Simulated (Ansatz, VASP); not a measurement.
## ZnS: VASP beside Ansatz

Wanted: the spread between two codes on one cell, functional and k mesh. The cell is taken from a series of runs on this material, whose earlier steps may have relaxed, scaled, displaced or heated it; both programs get it as it stands.

Calculated with Ansatz 0.2.0; plane waves, with VASP 6.6.1 beside it; zone-centre phonons at LDA.

## Step 1: Set-up

Symmetry: I-4m2, No. 119, tetragonal system. The conventional cell has a = 3.633 Å, b = 3.633 Å, c = 5.487 Å, α = 90.00°, β = 90.00°, γ = 90.00°. Nearest to S lie 4 Zn at 2.28 Å. Nearest to Zn lie 4 S at 2.28 Å. Farther neighbours and most contacts between anions are not listed.

## Step 2: Ansatz: zone-centre phonons, LDA

Ansatz runs on its PAW soft_1 files.

Second derivatives magnify differences that forces hide, and they need a tight electronic threshold.

Contents of input.yaml:

```yaml
crystal:
  lattice:
    - [0.0, 2.5689070407, 2.7434677889]
    - [2.5689070407, 0.0, 2.7434677889]
    - [2.5689070407, 2.5689070407, 0.0]
  atoms:
    - { symbol: S, position: [0.0, 0.0, 0.0] }
    - { symbol: Zn, position: [0.75, 0.75, 0.75] }
kpoints:
  mp_grid: { grid: [12, 12, 12] }
hamiltonian:
  xc: lda
  pseudopotentials: { kind: paw, azcp: { folder: soft_1 }, xc_functional: pbe }
scf:
  occupations: { method: fixed }
output:
  eigenvalues: true
phonons:
  method: dfpt
  dielectric: true
  rigid_motions: translations
```

Command:

```
$ ansatz run input.yaml --threads 4 --pin off --max-ram 10240MiB --backend cpu --events-out ev --progress --plain --runs-dir out
```

Numbers of over 12 decimals in the logs are rounded to 6 here.

The program printed:

```text
Engine: ansatz 0.2.0, aarch64-unknown-linux-gnu
Pseudopotentials: kind: paw
Pseudopotential: S, paw, valence charge 6, recommended cutoff 420 eV (normal), soft_1/S.paw.azcp
Pseudopotential: Zn, paw, valence charge 12, recommended cutoff 420 eV (normal), soft_1/Zn.paw.azcp
Functional definition: SPW92
  exchange = slater_x
  correlation = pw_c
Crystal: 2 atoms, lattice volume = 36.210 Å³
Basis set: ecut = 420 eV, 717 PW (Γ), exchange–correlation on 54×54×54 points (8 copies of the dense FFT grid, shifted against one another)
Bands: 13, of which v1, the nominal top of the filled ones, is band 9 counted from 1 (8 counted from 0)
Symmetry: 8 space group operations
k-points: 868 of 1728 (irreducible under 1 space group operation, time reversal used)
Non-local potential: S, projectors of the file, l = 0: 2, l = 1: 2, l = 2: 1
Non-local potential: Zn, projectors of the file, l = 0: 2, l = 1: 2, l = 2: 3, l = 3: 1
PAW form: soft (Blöchl's): semilocal exchange-correlation on the pseudo side does not see the compensation charge
PAW frozen core: S, regenerated for the run's functional, and the local potential with it (the file was generated under x = pbe(κ = 0.804, μ = 0.219515), c = pbe(β = 0.066725))
PAW frozen core: Zn, regenerated for the run's functional, and the local potential with it (the file was generated under x = pbe(κ = 0.804, μ = 0.219515), c = pbe(β = 0.066725))
PAW one-centre angular grid: S, 110 points (default); XC on 64 Gauss nodes
PAW one-centre angular grid: Zn, 590 points (default); XC on 64 Gauss nodes
Initial density: superposition of atomic densities (chi_scale 0.1, normalization cell, long waves kept (reshape's long-wave potential 0.00 eV rms))
Initial wavefunctions: pseudopotential atomic-orbital guess
Functional: x = slater, c = lda
SCF iter   1: F=—  HF=-4117.525780 eV  |F-HF|=—  |Δ(HF+E_count)|=         —  Δρ=3.83e-2  dr2=3.41e-1  ethr=3.10e-3  ⟨swp⟩=5.1  Hψ=67806  notcnv=0  defer=1717
preconditioner: auto → none  [insulator: Δε(μ)=2.396 eV  Ē_g=12.900 eV  n_scr=10 (ndim 8)  ℏωp=26.2 eV  f_vac=0.000  ε∞_Penn≈5.1]
SCF iter   2: F=—  HF=-4117.435560 eV  |F-HF|=—  |Δ(HF+E_count)|=   9.02e-2  Δρ=1.47e-2  dr2=4.02e-2  ethr=1.89e-3  ⟨swp⟩=2.9  Hψ=26796  notcnv=0  defer=1726
SCF iter   3: F=—  HF=-4117.425395 eV  |F-HF|=—  |Δ(HF+E_count)|=   1.02e-2  Δρ=9.91e-3  dr2=1.74e-2  ethr=2.23e-4  ⟨swp⟩=2.0  Hψ=19966  notcnv=0  defer=1734
SCF iter   4: F=—  HF=-4117.420480 eV  |F-HF|=—  |Δ(HF+E_count)|=   4.91e-3  Δρ=2.45e-3  dr2=1.38e-3  ethr=9.66e-5  ⟨swp⟩=2.0  Hψ=26908  notcnv=0  defer=1736
SCF iter   5: F=—  HF=-4117.420284 eV  |F-HF|=—  |Δ(HF+E_count)|=   1.97e-4  Δρ=6.31e-4  dr2=8.18e-5  ethr=7.68e-6  ⟨swp⟩=2.1  Hψ=19424  notcnv=0  defer=1736
SCF iter   6: F=—  HF=-4117.420295 eV  |F-HF|=—  |Δ(HF+E_count)|=   1.09e-5  Δρ=1.48e-4  dr2=3.57e-6  ethr=4.54e-7  ⟨swp⟩=2.3  Hψ=18936  notcnv=0  defer=6
SCF iter   7: F=—  HF=-4117.420294 eV  |F-HF|=—  |Δ(HF+E_count)|=   9.11e-7  Δρ=2.43e-5  dr2=9.59e-8  ethr=1.98e-8  ⟨swp⟩=2.0  Hψ=17196  notcnv=0
SCF iter   8: F=—  HF=-4117.420294 eV  |F-HF|=—  |Δ(HF+E_count)|=   2.24e-8  Δρ=2.56e-6  dr2=1.14e-9  ethr=5.33e-10  ⟨swp⟩=2.0  Hψ=18354  notcnv=0
SCF iter   9: F=-4117.420294 eV  HF=-4117.420294 eV  |F-HF|=9.37e-11  |Δ(HF+E_count)|=   1.05e-9  Δρ=4.70e-7  dr2=3.73e-11  ethr=1.00e-12  ⟨swp⟩=8.6  Hψ=79440  notcnv=0
SCF 1 converged in 9 iterations: F = -4117.420294 eV  dr2 = 3.73e-11
  greatest PAW one-centre occupation: 0.983 electrons in one spin orbital (limit 2), on the Zn atom at site 1 (counted from 0), in its partial waves of l = 2
NSCF: frozen V_eff on 3 k-points
DFPT response loops at Γ: preconditioner auto → none (the input reference at scf.mixing.eps_inf says where Resta's filter doesn't serve); β = 0.50; Broyden in place of MSR1
── the response to a field inside a basis, on 12×12×12 k-points: an SCF that follows is theirs, and a resumed run solves both again ──
Bands: 10, of which v1, the nominal top of the filled ones, is band 9 counted from 1 (8 counted from 0)
k-points: 468 of 1728 (irreducible under 2 space group operations, time reversal used)
Initial density: handed on by an earlier stage of this run
Initial wavefunctions: pseudopotential atomic-orbital guess (no wavefunctions were taken with the density)
Eigensolver: Dense (468 Hₖ)
SCF iter   1: F=—  HF=-4117.420753 eV  |F-HF|=—  |Δ(HF+E_count)|=         —  Δρ=2.60e-4  dr2=5.36e-6  ethr=1.00e-1
preconditioner: auto → none  [insulator: Δε(μ)=2.298 eV  Ē_g=10.196 eV  n_scr=10 (ndim 8)  ℏωp=26.2 eV  f_vac=0.009  ε∞_Penn≈7.6]
SCF iter   2: F=—  HF=-4117.420753 eV  |F-HF|=—  |Δ(HF+E_count)|=   3.81e-9  Δρ=2.18e-4  dr2=6.43e-6  ethr=2.98e-8
SCF iter   3: F=—  HF=-4117.420757 eV  |F-HF|=—  |Δ(HF+E_count)|=   4.00e-6  Δρ=2.03e-4  dr2=8.63e-6  ethr=2.98e-8
SCF iter   4: F=-4117.420753 eV  HF=-4117.420753 eV  |F-HF|=1.11e-9  |Δ(HF+E_count)|=   4.03e-6  Δρ=7.30e-6  dr2=6.65e-9  ethr=2.98e-8
SCF 1 converged in 4 iterations: F = -4117.420753 eV  dr2 = 6.65e-9
DFPT response loops at Γ: mixed as the last ones told, above
SCF converged after 9 iterations
Free energy (F): -4117.420294 eV
Harris-Foulkes:  -4117.420294 eV  (|F-HF|=9.37e-11)
Internal energy: -4117.420294 eV  (E = F + TS)
E sigma→0 (E₀):  -4117.420294 eV
Fermi energy:    6.747277 eV
--- Per-component energies (eV) ---
  E_band       = 13.222213
  E_kinetic    = 256.713209
  E_local      = -2214.992010  (includes V_loc(G=0)·N_el)
  E_nonlocal   = 857.372753
  E_hartree    = 841.306849
  E_xc         = -167.220315
  E_vxc        = -136.203596  (∫ρ·V_xc dr)
  E_paw        = -2401.892676  (= ΣΔE_a)
  E_vpaw       = -432.281253  (= ΣTr[D̂ρ^β])
  E_aug_tail   = -0.000260  (compensation charges beyond the density's cutoff)
  E_ewald      = -1290.418185
  E_core_change = 1.710341  (= ΣΔE_core)
  E_smearing   = -0.000000  (= −TS)
  E_closure    = 0.000000  (closes the sum)
  Σ components = -4117.420294   (vs F -4117.420294, Δ=0.00e0)
--- Band table (eV; the first three rows and the last of 868) ---
  k-point 0: bands = [... 5 lower, 0.3938, 6.4586, 6.7473, 6.7473, 8.8757, 12.8183, 12.8413, 12.8413]
  k-point 1: bands = [... 5 lower, 0.3913, 5.9794, 6.4927, 6.6752, 9.3631, 12.7309, 12.9851, 12.9883]
  k-point 2: bands = [... 5 lower, 0.3862, 4.8012, 6.2404, 6.4909, 9.9777, 12.7852, 13.3209, 13.3333]
  k-point 867: bands = [... 5 lower, 0.5820, 0.7529, 5.4419, 5.8605, 9.8231, 13.1578, 13.6788, 15.5968]
--- Phonons (Γ-DFPT): 4 representative perturbations + reference, on 868 of 1728 k-points (Σ response iterations 12) ---
  k mesh reduced under 1 symmetry operation, with k and −k counted as one. Each operation leaves every solved perturbation unchanged. A smaller set is not considered because the run solves the response to a homogeneous field
  ASR residual: 4.011e-4 → 0.000e0 eV/Å²; symmetrization residual: 2.621e-6 eV/Å²
  ASR residual per site (eV/Å²): 4.01e-5 4.01e-4
  Γ frequencies (cm⁻¹): 0.00 0.00 0.00 297.94 297.94 310.07
  ε∞ (high-frequency dielectric tensor):
        6.108616    -0.000000    -0.000000
       -0.000000     6.108616    -0.000000
       -0.000000    -0.000000     6.401346
  ε⁰ (static dielectric tensor: ions relaxed, cell fixed):
        8.458227    -0.000000    -0.000000
       -0.000000     8.458227     0.000000
       -0.000000     0.000000     8.973780
  ε⁰ − ε∞ (ionic part):
        2.349612    -0.000000    -0.000000
       -0.000000     2.349612     0.000000
       -0.000000     0.000000     2.572434
  softest optical mode at Γ: 297.94 cm⁻¹; the repairs (sum rule, projections) moved no ω² at Γ by more than (1.34 cm⁻¹)²
  Born effective charges Z* (e; rows j = field, columns β = displacement):
    site 0:
        -1.81705    0.00000    0.00000
         0.00000   -1.81705    0.00000
         0.00000    0.00000   -1.97864
    site 1:
         1.81705   -0.00000   -0.00000
        -0.00000    1.81705   -0.00000
        -0.00000   -0.00000    1.97864
  Z* charge neutrality: 8.236e-4 e pre-enforcement
  solved inside a basis spanned on kpoints, on 12×12×12 k-points, its susceptibility summed on 16×16×16: ε∞ is read to err by 1.7e-2, Z* by 1.4e-2 e (field_mesh: kpoints solves on kpoints); Z* is corrected for what the basis lacks
  optical modes at Γ without the LO–TO term, one row a degenerate level:
      ω (cm⁻¹)  modes    IR ((D/Å)²/amu)
        297.94      2             7.0820
        310.07      1             4.1988
  optical modes at Γ + LO–TO along q̂ = [1.0000, 0.0000, 0.0000]:
      ω (cm⁻¹)  modes    IR ((D/Å)²/amu)
        297.94      1             3.5410
        310.07      1             4.1988
        350.59      1             3.5410
  optical modes at Γ + LO–TO along q̂ = [0.0000, 1.0000, 0.0000]:
      ω (cm⁻¹)  modes    IR ((D/Å)²/amu)
        297.94      1             3.5410
        310.07      1             4.1988
        350.59      1             3.5410
  optical modes at Γ + LO–TO along q̂ = [0.0000, 0.0000, 1.0000]:
      ω (cm⁻¹)  modes    IR ((D/Å)²/amu)
        297.94      2             7.0820
        367.12      1             4.1988
```

The column dr2 measures how far the density is from self-consistency, as an energy; F and HF (Harris–Foulkes) agree once it is small.

(Part 1 of 2 ends here.)

[Lines on the potential files, build, host, timing and source positions are cut from VASP's logs without a mark.]

[Logs are printed without paths, hosts, clocks, repeated set-up lines and the standing remarks that a program may print on its own settings, such as how far it seeks lower states.]

[Hosts, paths, dates, database ids (printed as entryN), source tags and the programs' standing remarks are cut or masked in the printed files.]
